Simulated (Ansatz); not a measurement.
BaS (NiAs-type structure): a workflow

Computed with Ansatz (plane waves, PAW, 420 eV cutoff): PBEsol, scalar-relativistic, no spin polarisation, 8×8×6 k-mesh, Gaussian smearing of 0.05 eV. The datasets are Ansatz's generated set soft_2.

The start was a prototype's sites filled with these elements. The Crystallography Open Database lists the compound in space group Fm-3m (rock salt), so this is a trial structure.

The start:

```cif
data_structure
_symmetry_space_group_name_H-M 'P 1'
_symmetry_Int_Tables_number 1
_cell_length_a 4.7453
_cell_length_b 4.7453
_cell_length_c 6.6138
_cell_angle_alpha 90.000
_cell_angle_beta 90.000
_cell_angle_gamma 120.000
_cell_volume 128.98
loop_
_atom_site_label
_atom_site_type_symbol
_atom_site_fract_x
_atom_site_fract_y
_atom_site_fract_z
_atom_site_occupancy
Ba1 Ba 0.00000 0.00000 0.00000 1
Ba2 Ba 0.00000 0.00000 0.50000 1
S1 S 0.33333 0.66667 0.25000 1
S2 S 0.66667 0.33333 0.75000 1
```

The steps in volume:

| run | level | k-mesh | kind | V (Å³/atom) | P (GPa) | E − E(final) (meV/atom) | gap on the mesh (eV) |
| --- | --- | --- | --- | --- | --- | --- | --- |
| 1 | PBEsol | 8×8×6 | cell and atoms relaxed | 31.85 | 0.0 | 0.0 | 2.26 |

Cell and atoms are those of this level's equilibrium.

The final structure (symmetry read at 0.01 Å). Symmetry: P6_3/mmc, No. 194, hexagonal system. The conventional cell has a = 4.376 Å, b = 4.376 Å, c = 7.684 Å, α = 90.00°, β = 90.00°, γ = 120.00°. Around Ba (site symmetry -3m) lie 6 S at 3.17 Å. S (site symmetry -6m2) is surrounded by 6 Ba at 3.17 Å. (Shells end 15 % past the nearest neighbour.)

| atom | site | symmetry | x | y | z |
| --- | --- | --- | --- | --- | --- |
| Ba | 2a | -3m. | 0.0000 | 0.0000 | 0.0000 |
| S | 2c | -6m2 | 0.3333 | 0.6667 | 0.2500 |

- At the final geometry the gap, band path included, is 2.26 eV.
- The equation of state gives B0 = 44 GPa and B0′ = 4.3.
- The elastic tensor is positive definite (smallest eigenvalue 18.3 GPa).
- Against the elements' standard states, run alike and uncorrected, the formation energy is -2.05 eV/atom.
- The runs in the table took roughly 0.9 core-minutes.

**Why it comes out so.**

Formal charges Ba²⁺, S²⁻ balance and leave closed shells on every ion, so a band insulator is expected, and the gap is 2.26 eV.

Shannon's ionic radii give a check on the bond lengths: Ba²⁺ with 6 neighbours 1.35 Å + S²⁻ 1.84 Å = 3.19 Å against a computed mean of 3.17 Å. Sums and bonds agree within 3 %, so ion sizes set the bond lengths.

Kohn–Sham gaps of semilocal functionals lie under measured ones, often by a third or more. For elements this heavy, spin–orbit coupling would shift levels and gaps; it isn't included here.
